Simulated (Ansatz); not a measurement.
Method: r²SCAN, scalar-relativistic; no spin polarisation; PAW, 500 eV, 6×6×6 k-mesh, Gaussian smearing of 0.05 eV; code Ansatz; PAW files: Ansatz's generated set soft_2.

A compound XCl has these computed properties.

| Quantity | Value |
| --- | --- |
| Space group | Fm-3m (No. 225) |
| Conventional cell | a = 6.614 Å, b = 6.614 Å, c = 6.614 Å, α = 90.00°, β = 90.00°, γ = 90.00° |
| Volume | 36.16 Å³/atom |
| Band gap | 5.55 eV |
| Smallest direct gap | 5.55 eV |
| Bader charges | X 0.86; Cl -0.86 e |
| Formation energy from the elements (0 K, uncorrected) | -2.23 eV/atom |
| Bulk modulus (Birch–Murnaghan) | 16.7 GPa |
| Pressure derivative B0′ | 5.1 |
| Shear modulus (Hill) | 8.3 GPa |
| Young's modulus | 21 GPa |
| Poisson's ratio | 0.29 |
| Elastically stable | yes |

Sites: X on 4b, Cl on 4a.

**Question.** Which element is X?
A. Sr
B. Rb
C. Br
D. Y

**Answer.** B. X is Rb, so the compound is RbCl.

The start was a prototype's sites filled with these elements; the Crystallography Open Database holds the compound in this structure.

Semilocal functionals underestimate band gaps, commonly by a third or more.
